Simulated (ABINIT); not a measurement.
The system is ZnS (Wurtzite-2H).

```
Zn S
1.0
     3.81100    0.00000    0.00000
    -1.90550    3.30042    0.00000
     0.00000    0.00000    6.23400
Zn S
2 2
Direct
  0.66667 0.33333 0.50000
  0.33333 0.66667 0.00000
  0.66667 0.33333 0.88500
  0.33333 0.66667 0.38500
```

Base run:

| Quantity | Value |
| --- | --- |
| Program | ABINIT 10.8.3 (patched build) |
| Functional | PBEsol |
| Potentials or basis | PseudoDojo NC SR PBEsol v0.4.1 standard |
| Cutoff | 1143 eV |
| k mesh | 6 × 6 × 4 |
| Occupations | fermi-dirac, width 0.05 eV |
| Spin | no spin polarisation |

Its results: band gap on the k mesh 2.11 eV, direct; pressure -1.3 GPa; largest force 0.307 eV/Å.

**Question.** The run is repeated on the same cell with these changes: cutoff from 1143 eV to 1034 eV. What comes out?

**Answer.** Band gap on the k mesh 2.11 eV, direct; pressure -1.8 GPa; largest force 0.307 eV/Å.

